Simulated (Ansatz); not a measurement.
Sn17O31: course of a relaxation

Theory: DFT PBE, scalar-relativistic, plane waves, PAW in Ansatz. (420 eV cutoff, 2×2×2 k-mesh, shifted by half a step, Gaussian smearing of 0.01 eV, collinear spin)

What was changed: Sn on a O site (Wyckoff letter g), charge -1, atoms relaxed at the host's cell.

The starting moments were lost, and the run ended without a moment.

In a supercell of 48 atoms the defect feels its periodic images, and the cell reads as a metal on the mesh, so a level in the gap can't be told from a carrier in the bands.

Command:

```bash
ansatz run input.yaml --threads 4 --pin off --max-ram 6144MiB --backend cpu --events-out ev --progress --plain --runs-dir out
```

Input:

```yaml
crystal:
  lattice:
    - [4.8265168699, 4.8283687418, 6.4763336527]
    - [4.8265168699, -4.8283687418, -6.4763336527]
    - [-4.8265168699, 4.8283687418, -6.4763336527]
  atoms:
    - { symbol: Sn, position: [0.5110211194, 0.8746949395, 0.8787559815], spin: 0.25 }
    - { symbol: Sn, position: [0.4841809042, 0.6117058326, 0.6223777739] }
    - { symbol: Sn, position: [0.4841809042, 0.3618031302, 0.3724750715] }
    - { symbol: Sn, position: [0.5110211194, 0.1322651378, 0.1363261798], spin: 0.25 }
    - { symbol: Sn, position: [-0.0037449942, 0.3704409555, 0.8714226313] }
    - { symbol: Sn, position: [0.0178297011, 0.15014428, 0.6302717321] }
    - { symbol: Sn, position: [0.0178297011, 0.887557969, 0.3676854211] }
    - { symbol: Sn, position: [-0.0037449942, 0.6248323745, 0.1258140503] }
    - { symbol: Sn, position: [0.5162442375, 0.7490931719, 0.2671510656] }
    - { symbol: Sn, position: [0.5082959885, 0.5029760385, 0.0079579258] }
    - { symbol: Sn, position: [0.5072821363, 0.2516334077, 0.7556487286] }
    - { symbol: Sn, position: [0.5082959885, 0.0003380627, 0.5053199501] }
    - { symbol: Sn, position: [-0.0030534303, 0.2552826425, 0.2416639271] }
    - { symbol: Sn, position: [-0.0004903852, -0.0012000371, 0.0019269969] }
    - { symbol: Sn, position: [-0.0744177969, 0.7818661033, 0.6437160998], spin: 0.25 }
    - { symbol: Sn, position: [-0.0004903852, 0.4975826179, 0.500709652] }
    - { symbol: Sn, position: [0.2073719361, 0.7897442456, 0.9176276905], spin: 0.25 }
    - { symbol: O, position: [0.2994547117, 0.6397576473, 0.6490909922] }
    - { symbol: O, position: [0.2947344383, 0.3929453439, 0.4017890945] }
    - { symbol: O, position: [0.2994547117, 0.1503637196, 0.1596970645] }
    - { symbol: O, position: [0.8132099838, 0.4042172694, 0.9089927144] }
    - { symbol: O, position: [0.8104964793, 0.1621105758, 0.6488508162] }
    - { symbol: O, position: [0.8262432029, 0.8859092792, 0.4403339236] }
    - { symbol: O, position: [0.8104964793, 0.661645663, 0.1483859034] }
    - { symbol: O, position: [0.5055878686, 0.0302649786, 0.7229259368] }
    - { symbol: O, position: [0.4975270492, 0.7700536695, 0.4758839745] }
    - { symbol: O, position: [0.4975270492, 0.5216430747, 0.2274733797] }
    - { symbol: O, position: [0.5055878686, 0.2826619318, 0.97532289] }
    - { symbol: O, position: [1.0079132479, 0.5264418081, 0.7259685586] }
    - { symbol: O, position: [0.9890622785, 0.2719416505, 0.4596855529] }
    - { symbol: O, position: [0.9890622785, 0.0293767256, 0.217120628] }
    - { symbol: O, position: [1.0079132479, 0.7819446893, 0.9814714398] }
    - { symbol: O, position: [0.5354499779, 0.7331753786, 0.0587845664] }
    - { symbol: O, position: [0.5005019295, 0.4684884714, 0.7804161542] }
    - { symbol: O, position: [0.5005019295, 0.2200857752, 0.5320134581] }
    - { symbol: O, position: [0.5354499779, 0.9766654115, 0.3022745993] }
    - { symbol: O, position: [0.008110991, 0.2287319403, 0.0291692945] }
    - { symbol: O, position: [-0.0023162682, 1.0073938776, 0.7849531625] }
    - { symbol: O, position: [-0.0023162682, 0.7127305692, 0.4902898541] }
    - { symbol: O, position: [0.008110991, 0.4789416965, 0.2793790507] }
    - { symbol: O, position: [0.7018760285, 0.1090911212, 0.0927849073] }
    - { symbol: O, position: [0.6941983063, 0.8406409997, 0.8448473517] }
    - { symbol: O, position: [0.6718535941, 0.5832891009, 0.5885644932] }
    - { symbol: O, position: [0.6941983063, 0.3493509546, 0.3535573066] }
    - { symbol: O, position: [0.2035657344, 0.6235095195, 0.0800562149] }
    - { symbol: O, position: [0.2057521413, 0.3646821632, 0.8505658192] }
    - { symbol: O, position: [0.1974278419, 0.0959977999, 0.6014300419] }
    - { symbol: O, position: [0.2057521413, 0.8551863221, 0.3410699781] }
  host:
    lattice:
      - [4.8265168699, 0.0, 0.0]
      - [0.0, 4.8283687418, 0.0]
      - [0.0, 0.0, 3.2381668263]
    atoms:
      - { symbol: Sn, position: [0.5, 0.5, 0.5] }
      - { symbol: Sn, position: [0.0, 0.0, 0.0] }
      - { symbol: O, position: [0.306496174, 0.3066617065, 0.0] }
      - { symbol: O, position: [0.806496174, 0.1933382935, 0.5] }
      - { symbol: O, position: [0.193503826, 0.8066617065, 0.5] }
      - { symbol: O, position: [0.693503826, 0.6933382935, 0.0] }
total_charge: -1
basis:
  ecutwfc: 420
  xc_grid: 2
kpoints:
  mp_grid: { grid: [2, 2, 2], shift: [0.5, 0.5, 0.5] }
hamiltonian:
  xc: pbe
scf:
  occupations: { method: gaussian, width: 0.01 }
output:
  forces: true
  stress: false
  eigenvalues: true
  populations: true
  charged_corrections:
    defect_position: [0.30657894, 0.90324809, 0.90333085]
    epsilon: [[14.0283, 0.0, 0.0], [0.0, 14.0284, 0.0], [0.0, 0.0, 10.8953]]
magnetization:
  spin_polarized: true
relax:
  adjacent_minimum: "off"
  f_tol: 0.025
  max_steps: 45
```

F is the free energy.

Steps:

```csv
step,F − F(1) (eV),largest force component (eV/Å)
1,0.0000,0.334
2,-0.0079,0.475
3,-0.0173,0.060
4,-0.0195,0.037
5,-0.0202,0.038
6,-0.0206,0.019
```

Relaxed structure:

```yaml
crystal:
  lattice:
    - [4.82652, 4.82837, 6.47633]
    - [4.82652, -4.82837, -6.47633]
    - [-4.82652, 4.82837, -6.47633]
  atoms:
    - { symbol: Sn, position: [0.51138, 0.87420, 0.88004] }
    - { symbol: Sn, position: [0.48604, 0.61273, 0.62348] }
    - { symbol: Sn, position: [0.48604, 0.36257, 0.37331] }
    - { symbol: Sn, position: [0.51138, 0.13135, 0.13718] }
    - { symbol: Sn, position: [0.99720, 0.37165, 0.87216] }
    - { symbol: Sn, position: [0.01690, 0.15001, 0.62991] }
    - { symbol: Sn, position: [0.01690, 0.88698, 0.36688] }
    - { symbol: Sn, position: [0.99720, 0.62504, 0.12555] }
    - { symbol: Sn, position: [0.51563, 0.74864, 0.26699] }
    - { symbol: Sn, position: [0.50862, 0.50297, 0.00785] }
    - { symbol: Sn, position: [0.50669, 0.25045, 0.75625] }
    - { symbol: Sn, position: [0.50862, 0.00077, 0.50565] }
    - { symbol: Sn, position: [0.99811, 0.25637, 0.24174] }
    - { symbol: Sn, position: [0.99981, 0.99855, 0.00234] }
    - { symbol: Sn, position: [0.92831, 0.78412, 0.64420] }
    - { symbol: Sn, position: [0.99981, 0.49746, 0.50125] }
    - { symbol: Sn, position: [0.20713, 0.79149, 0.91564] }
    - { symbol: O, position: [0.29951, 0.63973, 0.64910] }
    - { symbol: O, position: [0.29627, 0.39395, 0.40231] }
    - { symbol: O, position: [0.29951, 0.15041, 0.15978] }
    - { symbol: O, position: [0.81259, 0.40371, 0.90889] }
    - { symbol: O, position: [0.81041, 0.16461, 0.64814] }
    - { symbol: O, position: [0.82537, 0.88571, 0.43967] }
    - { symbol: O, position: [0.81041, 0.66227, 0.14579] }
    - { symbol: O, position: [0.50502, 0.02872, 0.72302] }
    - { symbol: O, position: [0.49738, 0.77032, 0.47653] }
    - { symbol: O, position: [0.49738, 0.52085, 0.22706] }
    - { symbol: O, position: [0.50502, 0.28200, 0.97630] }
    - { symbol: O, position: [0.00773, 0.52623, 0.72602] }
    - { symbol: O, position: [0.99032, 0.27243, 0.45958] }
    - { symbol: O, position: [0.99032, 0.03074, 0.21789] }
    - { symbol: O, position: [0.00773, 0.78171, 0.98150] }
    - { symbol: O, position: [0.53739, 0.73381, 0.05967] }
    - { symbol: O, position: [0.49933, 0.46771, 0.77954] }
    - { symbol: O, position: [0.49933, 0.21979, 0.53162] }
    - { symbol: O, position: [0.53739, 0.97771, 0.30357] }
    - { symbol: O, position: [0.00881, 0.22921, 0.02937] }
    - { symbol: O, position: [0.98967, 0.00624, 0.78232] }
    - { symbol: O, position: [0.98967, 0.70735, 0.48343] }
    - { symbol: O, position: [0.00881, 0.47944, 0.27960] }
    - { symbol: O, position: [0.70289, 0.10992, 0.09298] }
    - { symbol: O, position: [0.69482, 0.83990, 0.84653] }
    - { symbol: O, position: [0.67361, 0.58500, 0.58861] }
    - { symbol: O, position: [0.69482, 0.34829, 0.35492] }
    - { symbol: O, position: [0.20408, 0.62308, 0.08099] }
    - { symbol: O, position: [0.20588, 0.36476, 0.85078] }
    - { symbol: O, position: [0.19687, 0.09392, 0.60294] }
    - { symbol: O, position: [0.20588, 0.85510, 0.34112] }
```

The run converged. The run took roughly 12 core-minutes.

The relaxation kept the symmetry at the defect while a level is partly filled, so a state in which the carrier settles on fewer atoms was held off and may lie lower. The cell is also small for a charged defect.